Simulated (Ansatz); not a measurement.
## HfN (WC-type structure): a workflow

Computed with Ansatz (plane waves, PAW, 500 eV cutoff): r²SCAN, scalar-relativistic, no spin polarisation, Γ-centred 12×12×12 mesh, 0.05 eV Gaussian smearing; PAW files: Ansatz's generated set soft_2.

The start was a prototype's sites filled with these elements. The Crystallography Open Database lists the compound in space group Fm-3m (rock salt), so this is a trial structure.

Starting cell:

```
Hf N
1.0
     3.00286    0.00000    0.00000
    -1.50143    2.60056    0.00000
     0.00000    0.00000    2.93065
Hf N
1 1
Direct
  0.00000 0.00000 0.00000
  0.66667 0.33333 0.50000
```

The first steps of the search for zero pressure:

| run | level | k-mesh | kind | V (Å³/atom) | P (GPa) | gap on the mesh (eV) |
| --- | --- | --- | --- | --- | --- | --- |
| 1 | PBE, 420 eV | 8×8×6 | cell and atoms relaxed | 12.09 | 0.0 | metal |
| 2 | r²SCAN | 12×12×12 | shape and atoms relaxed, volume fixed | 12.09 | -3.6 | metal |

(1) At which volume does r²SCAN reach zero pressure?

Answer:

(1) 11.92 Å³/atom, about 4.1 % over the start.

The steps that followed:

| run | level | k-mesh | kind | V (Å³/atom) | P (GPa) | E − E(final) (meV/atom) | gap on the mesh (eV) |
| --- | --- | --- | --- | --- | --- | --- | --- |
| 3 | r²SCAN | 12×12×12 | shape and atoms relaxed, volume fixed | 11.81 | 2.4 | 0.8 | metal |
| 4 | r²SCAN | 12×12×12 | shape and atoms relaxed, volume fixed | 11.92 | 0.0 | 0.0 | metal |

The final structure (symmetry read at 0.01 Å). It takes space group P-6m2 (No. 187, hexagonal). Conventional cell: a = 3.085 Å, b = 3.085 Å, c = 2.891 Å, α = 90.00°, β = 90.00°, γ = 120.00°. Hf (site symmetry -6m2) has 6 N at 2.29 Å as nearest neighbours. N (site symmetry -6m2) has 6 Hf at 2.29 Å as nearest neighbours. (Shells end 15 % past the nearest neighbour.)

- At the final geometry the gap, band path included, is zero (metallic).
- The equation of state gives B0 = 249 GPa and B0′ = 4.0.
- Against the elements' standard states, run alike and uncorrected, the formation energy is -1.48 eV/atom.
- The runs in the table took roughly 3 core-minutes.

**What lies behind the numbers.**

The calculation's cell holds 31 valence electrons, an odd number. Without magnetic order each band takes two, so one stays part-filled and the crystal must be a metal. (Only strong correlation, outside this picture, could make a Mott insulator of it.) A formal count (Hf⁴⁺, N³⁻) leaves 1 electron a formula unit beyond the anions' closed shells. It goes into the bands above the anion p states, which fits the metal found.

These numbers lack spin–orbit coupling. Spin polarisation wasn't tried.
